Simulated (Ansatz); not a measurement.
# TiAl3: the cost of one run

Method: DFT PBE, scalar-relativistic, plane waves, PAW, in Ansatz 0.2.0.

1 further run of the same task is left out (it didn't finish). Runs told in other sessions of the task aren't counted.

## Step 1: The system as given

Symmetry: P6_3/mmc, No. 194, hexagonal system. Conventional cell: a = 5.575 Å, b = 5.575 Å, c = 4.722 Å, α = 90.00°, β = 90.00°, γ = 120.00°. Around Ti (site symmetry -6m2) lie 12 Al at 2.79 to 2.86 Å. Around Al (site symmetry mm2) lie 8 Al at 2.77 to 2.85 Å and 4 Ti at 2.79 to 2.86 Å.

Coordinates:

```cif
data_structure
_symmetry_space_group_name_H-M 'P6_3/mmc'
_symmetry_Int_Tables_number 194
_cell_length_a 5.5745
_cell_length_b 5.5745
_cell_length_c 4.7220
_cell_angle_alpha 90.000
_cell_angle_beta 90.000
_cell_angle_gamma 120.000
_cell_volume 127.08
loop_
_atom_site_label
_atom_site_type_symbol
_atom_site_symmetry_multiplicity
_atom_site_Wyckoff_symbol
_atom_site_fract_x
_atom_site_fract_y
_atom_site_fract_z
_atom_site_occupancy
Ti1 Ti 2 d 0.33333 0.66667 0.75000 1
Al1 Al 6 h 0.83409 0.66818 0.75000 1
```

The cell was relaxed beforehand at this level, from a generated guess; it is a trial structure. At a tolerance of 0.05 Å it has space group P6_3/mmc (No. 194); it has 15.88 Å³/atom, an uncorrected energy of -0.32 eV/atom over the elements and, on its mesh, gap none (metal).

## Step 2: Volume × 0.97

input.yaml

```yaml
crystal:
  lattice:
    - [5.5182206733, -2.86e-08, 0.0]
    - [-2.7591103119, 4.778919301, 0.0]
    - [0.0, 0.0, 4.6743178276]
  atoms:
    - { symbol: Ti, position: [0.3333333333, 0.6666666667, 0.75] }
    - { symbol: Ti, position: [0.6666666667, 0.3333333333, 0.25] }
    - { symbol: Al, position: [0.8340923875, 0.6681847751, 0.75] }
    - { symbol: Al, position: [0.1659076125, 0.3318152249, 0.25] }
    - { symbol: Al, position: [0.3318152249, 0.1659076125, 0.75] }
    - { symbol: Al, position: [0.6681847751, 0.8340923875, 0.25] }
    - { symbol: Al, position: [0.1659076125, 0.8340923875, 0.25] }
    - { symbol: Al, position: [0.8340923875, 0.1659076125, 0.75] }
basis:
  ecutwfc: 420
kpoints:
  mp_grid: { grid: [12, 12, 8] }
hamiltonian:
  xc: pbe
scf:
  occupations: { method: gaussian, width: 0.1 }
output:
  forces: true
  stress: true
  eigenvalues: true
  write_density: true
  write_potential: true
  elf: true
  volumetric_format: npy
relax:
  adjacent_minimum: "off"
  f_tol: 0.01
  max_steps: 30
  cell: { stress_tol: 0.1, fix: [volume] }
```

Command:

```console
$ ansatz run input.yaml --threads 4 --pin off --max-ram 8192MiB --backend cpu --events-out ev --progress --plain --runs-dir out
```

What time and memory should one allow on 4 threads of AMD EPYC 7R43 (Zen 3), shared host?

About 15 s, with a peak of 0.69 GiB.
